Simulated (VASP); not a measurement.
# Li (Fd-3m) in VASP: further runs

One crystal, Li, is run at these levels: RPBE; tasks: single point, relaxation of cell and atoms.

Everything below comes from runs of VASP 6.6.1. Logs are shortened: lines on timing, memory, paths and dates and some standing lists are left out, and cuts for length are marked.

### 1 The crystal as given

The structure is cubic, space group Fd-3m (No. 227). The conventional cell has a = 6.004 Å, b = 6.004 Å, c = 6.004 Å, α = 90.00°, β = 90.00°, γ = 90.00°. Around Li (site symmetry -43m) lie 4 Li at 2.60 Å.

This isn't the form of Li at room conditions, which is bcc.

### 2 Single point, RPBE

INCAR

```
SYSTEM = Li
ALGO = Fast
EDIFF = 1E-7
ENCUT = 520
GGA = RP
ISIF = 2
ISMEAR = -1
LASPH = .TRUE.
LCHARG = .FALSE.
LREAL = .FALSE.
LWAVE = .FALSE.
NBANDS = 10
NELM = 80
PREC = Accurate
SIGMA = 0.1
```

KPOINTS

```
k-points
0
G
  15 15 15
  0 0 0
```

POSCAR

```
Li
1.0
    0.0000000000      3.0018319188      3.0018319188
    3.0018319188      0.0000000000      3.0018319188
    3.0018319188      3.0018319188      0.0000000000
Li
2
Direct
    0.1250000000      0.1250000000      0.1250000000
    0.8750000000      0.8750000000      0.8750000000
```

Potentials or basis: VASP PAW PBE potentials, release 64 (Li_sv).

The run is started by

```
> cat potpaw_PBE.64/Li_sv/POTCAR > POTCAR
> mpirun -np 1 vasp_std > vasp.out
```

OUTCAR:

```text
SYSTEM = Li
   EDIFF = 1E-7
   ENCUT = 520
   GGA = RP
   ISIF = 2
   ISMEAR = -1
   LASPH = .TRUE.
   LREAL = .FALSE.
   NELM = 80
   PREC = Accurate

 ion  position               nearest neighbor table
   1  0.125  0.125  0.125-   2 2.60   2 2.60   2 2.60   2 2.60
   2  0.875  0.875  0.875-   1 2.60   1 2.60   1 2.60   1 2.60

  LATTYP: Found a face centered cubic cell.
 ALAT       =     6.0036638376

  Lattice vectors:

 A1 = (   0.0000000000,   3.0018319188,   3.0018319188)
 A2 = (   3.0018319188,   0.0000000000,   3.0018319188)
 A3 = (   3.0018319188,   3.0018319188,   0.0000000000)

Analysis of symmetry for initial positions (statically):
=====================================================================
 Subroutine PRICEL returns:
 Original cell was already a primitive cell.

 Routine SETGRP: Setting up the symmetry group for a
 face centered cubic supercell.

 Subroutine GETGRP returns: Found 48 space group operations
 (whereof 12 operations were pure point group operations)
 out of a pool of 48 trial point group operations.

The static configuration has the point symmetry D_3d.
 The point group associated with its full space group is O_h .

Analysis of symmetry for dynamics (positions and initial velocities):
=====================================================================
 Subroutine PRICEL returns:
 Original cell was already a primitive cell.

 Routine SETGRP: Setting up the symmetry group for a
 face centered cubic supercell.

 Subroutine GETGRP returns: Found 48 space group operations
 (whereof 12 operations were pure point group operations)
 out of a pool of 48 trial point group operations.

The dynamic configuration has the point symmetry D_3d.
 The point group associated with its full space group is O_h .

 Subroutine INISYM returns: Found 48 space group operations
 (whereof 12 operations are pure point group operations),
 and found     1 'primitive' translations

----------------------------------------------------------------------------------------

                                     Primitive cell

  volume of cell :      54.0990

  direct lattice vectors                    reciprocal lattice vectors
     0.000000000  3.001831919  3.001831919    -0.166564956  0.166564956  0.166564956
     3.001831919  0.000000000  3.001831919     0.166564956 -0.166564956  0.166564956
     3.001831919  3.001831919  0.000000000     0.166564956  0.166564956 -0.166564956

  length of vectors
     4.245231412  4.245231412  4.245231412     0.288498966  0.288498966  0.288498966

  position of ions in fractional coordinates (direct lattice)
     0.125000000  0.125000000  0.125000000
     0.875000000  0.875000000  0.875000000

  ion indices of the primitive-cell ions
   primitive index   ion index
                 1           1
                 2           2

----------------------------------------------------------------------------------------

 KPOINTS: k-points

Automatic generation of k-mesh.
 Grid dimensions read from file:
 generate k-points for:   15   15   15

 Generating k-lattice:

  Cartesian coordinates                     Fractional coordinates (reciprocal lattice)
    -0.011104330  0.011104330  0.011104330     0.066666667  0.000000000  0.000000000
     0.011104330 -0.011104330  0.011104330     0.000000000  0.066666667  0.000000000
     0.011104330  0.011104330 -0.011104330     0.000000000  0.000000000  0.066666667

  Length of vectors
     0.019233264  0.019233264  0.019233264

  Shift w.r.t. Gamma in fractional coordinates (k-lattice)
     0.000000000  0.000000000  0.000000000

 Subroutine IBZKPT returns following result:
 ===========================================

 Found    120 irreducible k-points:

 Following reciprocal coordinates:
            Coordinates               Weight
  0.000000  0.000000  0.000000      1.000000
  0.066667  0.000000  0.000000      8.000000
  0.133333  0.000000  0.000000      8.000000
  0.200000  0.000000  0.000000      8.000000
  0.266667  0.000000  0.000000      8.000000
  0.333333  0.000000  0.000000      8.000000
[... 16 lines left out ...]
  0.133333  0.133333  0.000000      6.000000
  0.200000  0.133333  0.000000     24.000000
 [... further k-points ...]
   k-points           NKPTS =    120   k-points in BZ     NKDIM =    120   number of bands    NBANDS=     10
   number of dos      NEDOS =    301   number of ions     NIONS =      2
   total plane-waves  NPLWV =  32768
   dimension x,y,z NGX =    32 NGY =   32 NGZ =   32
   dimension x,y,z NGXF=    64 NGYF=   64 NGZF=   64
   ions per type =               2
   NGX,Y,Z   is equivalent  to a cutoff of  12.53, 12.53, 12.53 a.u.
   NGXF,Y,Z  is equivalent  to a cutoff of  25.06, 25.06, 25.06 a.u.
 SYSTEM =  Li
   PREC   = accura    normal or accurate (medium, high low for compatibility)
   ISTART =      0    job   : 0-new  1-cont  2-samecut
   ICHARG =      2    charge: 1-file 2-atom 10-const
   ISPIN  =      1    spin polarized calculation?
   LNONCOLLINEAR =      F non collinear calculations
   LSORBIT =      F    spin-orbit coupling
   LASPH  =      T    aspherical Exc in radial PAW
   ENCUT  =  520.0 eV  38.22 Ry    6.18 a.u.   7.89  7.89  7.89*2*pi/ulx,y,z
   NELM   =     80;   NELMIN=  2; NELMDL= -5     # of ELM steps
   EDIFF  = 0.1E-06   stopping-criterion for ELM
   LREAL  =      F    real-space projection
   EDIFFG = 0.1E-05   stopping-criterion for IOM
   NSW    =      0    number of steps for IOM
   IBRION =     -1    ionic relax: 0-MD 1-quasi-New 2-CG
   NFREE  =      0    steps in history (QN), initial steepest desc. (CG)
   ISIF   =      2    stress and relaxation
   ISYM   =      2    0-nonsym 1-usesym 2-fastsym
   POTIM  = 0.5000    time-step for ionic-motion
   TEBEG  =    0.0;   TEEND  =   0.0 temperature during run
   PSTRESS=    0.0 pullay stress
   NELECT =       6.0000    total number of electrons
   NUPDOWN=      -1.0000    fix difference up-down
   EMIN   =  10.00;   EMAX   =-10.00  energy-range for DOS
   EFERMI =   0.00;   METHOD = LEGACY
   ISMEAR =    -1;   SIGMA  =   0.10  broadening in eV -4-tet -1-fermi 0-gaus
   EFERMI_NEDOS =   21; number of points for ismear=-14 and -15
   IALGO  =     68    algorithm
   IMIX   =      4    mixing-type and parameters
     AMIX     =   0.40;   BMIX     =  1.00
     AMIX_MAG =   1.60;   BMIX_MAG =  1.00
  volume/ion in A,a.u.               =      27.05       182.54
  Fermi-wavevector in a.u.,A,eV,Ry     =   0.786555  1.486373  8.417491  0.618668
  Thomas-Fermi vector in A             =   1.891117
   LORBIT       =      0    0 simple, 1 ext, 2 COOP (PROOUT), +10 PAW based schemes
   GGA     = RP    functional components
   LHFCALC =     F    Hartree Fock is set to
   AEXX    =    0.0000 exact exchange contribution
   IVDW    =     0    specifies the selected vdW correction
   LEPSILON=     F    determine dielectric tensor
   LRPA    =     F    only Hartree local field effects (RPA)
 non-spin polarized calculation
 RMM-DIIS sequential band-by-band and
  energy-cutoff  :      520.00
  volume of cell :       54.10
 maximum number of plane-waves:      1476
   NGX = 15   NGY = 15   NGZ = 15

 number of electron       6.0000012 magnetization

 Free energy of the ion-electron system (eV)
  ---------------------------------------------------
  ext. energy  EPLUGINS =         0.00000000
  ---------------------------------------------------
  free energy    TOTEN  =        -2.61872233 eV

  energy without entropy =       -2.59007939  energy(sigma->0) =       -2.60440086

 E-fermi :   0.0806     XC(G=0):  -6.3287

 val. band max:        0.0747193905   @ k =   0.4667   0.0667   0.0000
 cond. band min:       0.1410999227   @ k =  -0.3333   0.4000   0.1333
 fundamental gap:      0.0663805322
 Fermi energy:         0.0806304122

 k-point     1 :       0.0000    0.0000    0.0000
  band No.  band energies     occupation
      1     -47.9052      2.00000
      2     -47.8430      2.00000
      3      -3.1736      2.00000
      4       5.5353      0.00000
      5       5.5355      0.00000
      6       5.5355      0.00000
      7       6.6004      0.00000
      8       6.6005      0.00000
      9       6.6005      0.00000
     10      11.0712      0.00000

 k-point     2 :       0.0667    0.0000    0.0000
  band No.  band energies     occupation
      1     -47.9047      2.00000
      2     -47.8435      2.00000
      3      -3.1297      2.00000
      4       4.9632      0.00000
      5       5.3655      0.00000
      6       5.3656      0.00000
      7       6.8134      0.00000
      8       6.8135      0.00000
      9       7.0865      0.00000
     10      10.6169      0.00000

 k-point     3 :       0.1333    0.0000    0.0000
  band No.  band energies     occupation
      1     -47.9032      2.00000
      2     -47.8450      2.00000
      3      -2.9981      2.00000
      4       4.0352      0.00000
      5       5.0585      0.00000
      6       5.0587      0.00000
      7       7.2059      0.00000
      8       7.2060      0.00000
      9       7.7591      0.00000
     10      10.1295      0.00000

 k-point     4 :       0.2000    0.0000    0.0000
  band No.  band energies     occupation
      1     -47.9008      2.00000
      2     -47.8473      2.00000
      3      -2.7794      2.00000
      4       3.0761      0.00000
      5       4.7715      0.00000
      6       4.7716      0.00000
      7       7.4721      0.00000
      8       7.4722      0.00000
      9       8.3139      0.00000
     10       9.5581      0.00000
[... 222 lines left out ...]
 k-point    22 :      -0.0667    0.0667    0.0000
  band No.  band energies     occupation
      1     -47.9038      2.00000
      2     -47.8443      2.00000
      3      -3.0565      2.00000
      4       4.6247      0.00000
      5       4.6640      0.00000
      6       5.4820      0.00000
      7       6.7425      0.00000
      8       7.3867      0.00000
      9       7.4908      0.00000
     10       9.9677      0.00000

 k-point    23 :       0.1333    0.1333    0.0000
  band No.  band energies     occupation
      1     -47.9025      2.00000
      2     -47.8457      2.00000
      3      -2.9388      2.00000
      4       4.3035      0.00000
      5       4.3036      0.00000
      6       5.1275      0.00000
      7       6.4002      0.00000
      8       8.1543      0.00000
      9       8.1545      0.00000
     10       8.3327      0.00000

 k-point    24 :       0.2000    0.1333    0.0000
  band No.  band energies     occupation
      1     -47.9007      2.00000
      2     -47.8474      2.00000
      3      -2.7775      2.00000
      4       3.6808      0.00000
      5       3.9898      0.00000
      6       4.9395      0.00000
      7       6.4646      0.00000
      8       7.7478      0.00000
      9       8.5928      0.00000
     10       8.6917      0.00000

 [... further k-points ...]

------------------------ aborting loop because EDIFF is reached ----------------------------------------

  FORCE on cell =-STRESS in cart. coord.  units (eV):
  Direction    XX          YY          ZZ          XY          YZ          ZX
  --------------------------------------------------------------------------------------
  -------------------------------------------------------------------------------------
  Total       -0.0119652     -0.0119652     -0.0119652      0.0000000      0.0000000     -0.0000000
  in kB       -0.3543561     -0.3543561     -0.3543561      0.0000000      0.0000000     -0.0000000
  external PRESSURE =      -0.3543561 kB  Pullay stress =       0.0000000 kB

 VOLUME and BASIS-vectors are now :
 -----------------------------------------------------------------------------
  energy-cutoff  :      520.00
  volume of cell :       54.10
      direct lattice vectors                 reciprocal lattice vectors
     0.000000000  3.001831919  3.001831919    -0.166564956  0.166564956  0.166564956
     3.001831919  0.000000000  3.001831919     0.166564956 -0.166564956  0.166564956
     3.001831919  3.001831919  0.000000000     0.166564956  0.166564956 -0.166564956

 POSITION                                       TOTAL-FORCE (eV/Angst)
 -----------------------------------------------------------------------------------
      0.75046      0.75046      0.75046         0.000000      0.000000      0.000000
      5.25321      5.25321      5.25321        -0.000000     -0.000000     -0.000000
 -----------------------------------------------------------------------------------
    total drift:                                0.000000      0.000000      0.000000

  FREE ENERGIE OF THE ION-ELECTRON SYSTEM (eV)
  ---------------------------------------------------
  free  energy   TOTEN  =        -2.6187223329 eV

  energy  without entropy=       -2.5900793888  energy(sigma->0) =       -2.60440086
```

It took 53 s on 1 thread of AMD EPYC 9R45 (Zen 5), shared host; peak memory 0.17 GiB.

What came out:

* Free energy: -2.6187 eV
* Band gap on the k mesh: none (metal or under the smearing width)

Caveat: the cutoff is under 1.25 times the usual one of these potentials, so pressure, stress and relaxed cells hold a basis-set (Pulay) error; the PAW data sets were made with another functional, which shifts forces and pressure a little.

### 3 Single point, RPBE

This run uses another cell than the first one, of 30.30 Å³/atom, 1.120 times its volume.

INCAR

```
PREC = Accurate
ENCUT = 520
EDIFF = 1E-6
ISMEAR = -1
SIGMA = 0.1
LREAL = F
LASPH = T
NELM = 100
ALGO = Normal
ISIF = 2
LWAVE = F
LCHARG = F
GGA = RP
NBANDS = 10
```

KPOINTS

```
Automatic mesh
0
Gamma
  10 10 10
```

POSCAR

```
Li
1.0
    0.0000000000      3.1173989066      3.1173989066
    3.1173989066      0.0000000000      3.1173989066
    3.1173989066      3.1173989066      0.0000000000
Li
2
Direct
    0.1250000000      0.1250000000      0.1250000000
    0.8750000000      0.8750000000      0.8750000000
```

Potentials or basis: VASP PAW PBE potentials, release 64 (Li_sv).

The run is started by

```
> cat potpaw_PBE.64/Li_sv/POTCAR > POTCAR
> mpirun -np 1 vasp_std > vasp.out
```

Wall time 20 s (1 thread of AMD EPYC 9R45 (Zen 5), shared host); peak memory 0.16 GiB.

Results (log left out):

* Free energy: -2.6087 eV
* Band gap on the k mesh: none (metal or under the smearing width)

Levels at points of the mesh, in eV from the Fermi level:
```
           k point  band 1  band 2  band 3  band 4  band 5  band 6
(0.00, 0.00, 0.00)  -48.01  -47.96   -3.05    5.07    5.07    5.07
(0.50, 0.00, 0.00)  -48.00  -47.97   -0.98   -0.42    3.86    3.86
(0.50, 0.50, 0.00)  -47.98  -47.98    0.09    0.09    2.10    2.10
```

Caveat: the cutoff is under 1.25 times the usual one of these potentials, so pressure, stress and relaxed cells hold a basis-set (Pulay) error; the PAW data sets were made with another functional, which shifts forces and pressure a little.

### 4 Single point, RPBE

INCAR

```
SYSTEM = Li
ALGO = Normal ; EDIFF = 1E-6
ENCUT = 520 ; GGA = RP
ISIF = 2 ; ISMEAR = -1
LASPH = .TRUE. ; LCHARG = .FALSE.
LREAL = .FALSE. ; LWAVE = .FALSE.
NBANDS = 10 ; NELM = 100
PREC = Accurate ; SIGMA = 0.1
```

KPOINTS

```
k-points
0
G
  9 9 9
  0 0 0
```

POSCAR

```
Li
1.0
    0.0000000000      3.0018319188      3.0018319188
    3.0018319188      0.0000000000      3.0018319188
    3.0018319188      3.0018319188      0.0000000000
Li
2
Direct
    0.1250000000      0.1250000000      0.1250000000
    0.8750000000      0.8750000000      0.8750000000
```

The run is started by

```
> cat potpaw_PBE.64/Li_sv/POTCAR > POTCAR
> mpirun -np 1 vasp_std > vasp.out
```

It took 10 s on 1 thread of AMD EPYC 9R45 (Zen 5), shared host; peak memory 0.13 GiB.

The run converged. Its results:

```yaml
Free_energy: -2.6191 eV
Band_gap_on_the_k_mesh: none (metal or under the smearing width)
```

Levels at points of the mesh, in eV from the Fermi level:
| k point | band 1 | band 2 | band 3 | band 4 | band 5 | band 6 | band 7 | band 8 |
| --- | --- | --- | --- | --- | --- | --- | --- | --- |
| (0.00, 0.00, 0.00) | -47.99 | -47.93 | -3.26 | 5.45 | 5.45 | 5.45 | 6.51 | 6.51 |

Caveat: the cutoff is under 1.25 times the usual one of these potentials, so pressure, stress and relaxed cells hold a basis-set (Pulay) error; the PAW data sets were made with another functional, which shifts forces and pressure a little.

### 5 Relaxation of cell and atoms, RPBE

This run uses another cell than the first one, of 29.17 Å³/atom, 1.078 times its volume.

INCAR

```
SYSTEM = Li
PREC = Accurate ; ENCUT = 600
EDIFF = 1E-7 ; ISMEAR = -1
SIGMA = 0.1 ; LREAL = .FALSE.
LASPH = .TRUE. ; NELM = 60
ALGO = Fast ; ISIF = 3
LWAVE = .FALSE. ; LCHARG = .FALSE.
GGA = RP ; IBRION = 2
NSW = 80 ; EDIFFG = -0.01
```

KPOINTS

```
regular mesh
0
G
  9 9 9
  0 0 0
```

POSCAR

```
Li
1.0
    0.0000000000      3.0783766346      3.0783766346
    3.0783766346      0.0000000000      3.0783766346
    3.0783766346      3.0783766346      0.0000000000
Li
2
Direct
    0.1250000000      0.1250000000      0.1250000000
    0.8750000000      0.8750000000      0.8750000000
```

The run is started by

```
> cat potpaw_PBE.64/Li_sv/POTCAR > POTCAR
> mpirun -np 1 vasp_std > vasp.out
```

Wall time 79 s (1 thread of AMD EPYC 9R45 (Zen 5), shared host); peak memory 0.17 GiB.

Results (log left out):

```yaml
Free_energy: -2.6228 eV
Relaxed_volume: 26.27 Å³/atom
Relaxed_cell: a = 4.204 Å, b = 4.204 Å, c = 4.204 Å, α = 60.00°, β = 60.00°, γ = 60.00°
Space_group_after_relaxing_to_0.05_Å: Fd-3m (No. 227)
Energy_gained_by_relaxing: 4.6 meV/atom
Ionic_steps: 5
Pressure_after_relaxing: 0.0 GPa
Band_gap_on_the_k_mesh: none (metal or under the smearing width)
```

The path:
| step | energy change (eV) | largest force (eV/Å) | pressure (GPa) | volume (Å³) |
| --- | --- | --- | --- | --- |
| 1 | 0.0000 | 0.0000 | -0.46 | 58.34 |
| 2 | -0.0020 | 0.0000 | -0.42 | 57.63 |
| 3 | -0.0065 | 0.0000 | -0.28 | 55.54 |
| 4 | -0.0089 | 0.0000 | 0.11 | 51.50 |
| 5 | -0.0092 | 0.0000 | 0.00 | 52.54 |

Final structure:
```cif
data_structure
_symmetry_space_group_name_H-M 'P 1'
_symmetry_Int_Tables_number 1
_cell_length_a 4.2040
_cell_length_b 4.2040
_cell_length_c 4.2040
_cell_angle_alpha 60.000
_cell_angle_beta 60.000
_cell_angle_gamma 60.000
_cell_volume 52.54
loop_
_atom_site_label
_atom_site_type_symbol
_atom_site_fract_x
_atom_site_fract_y
_atom_site_fract_z
_atom_site_occupancy
Li1 Li 0.12500 0.12500 0.12500 1
Li2 Li 0.87500 0.87500 0.87500 1
```

Levels at points of the mesh, in eV from the Fermi level:
| k point | band 1 | band 2 | band 3 | band 4 | band 5 | band 6 | band 7 |
| --- | --- | --- | --- | --- | --- | --- | --- |
| (0.00, 0.00, 0.00) | -47.99 | -47.92 | -3.32 | 5.55 | 5.55 | 5.55 | 6.62 |

Caveat: the cutoff is under 1.25 times the usual one of these potentials, so pressure, stress and relaxed cells hold a basis-set (Pulay) error; the PAW data sets were made with another functional, which shifts forces and pressure a little.

### 6 Summary

```csv
task,cell,k mesh,cutoff (eV),gap on the mesh (eV)
single point,"Fd-3m, 27.05 Å³/atom",15 × 15 × 15,520,none
single point,"Fd-3m, 30.3 Å³/atom",10 × 10 × 10,520,none
single point,"Fd-3m, 27.05 Å³/atom",9 × 9 × 9,520,none
relaxation of cell and atoms,relaxed,9 × 9 × 9,600,none
```

Alike in all rows: level RPBE; potentials or basis VASP PAW PBE potentials, release 64 (Li_sv); no spin polarisation; smearing fermi-dirac 0.1 eV.

Every run on the cell as given and a fine mesh finds a metal.

Caveats: the cutoff is under 1.25 times the usual one of these potentials, so pressure, stress and relaxed cells hold a basis-set (Pulay) error; the PAW data sets were made with another functional, which shifts forces and pressure a little.

Total energies depend on the potentials used, so only differences within one code and one set of settings carry meaning.
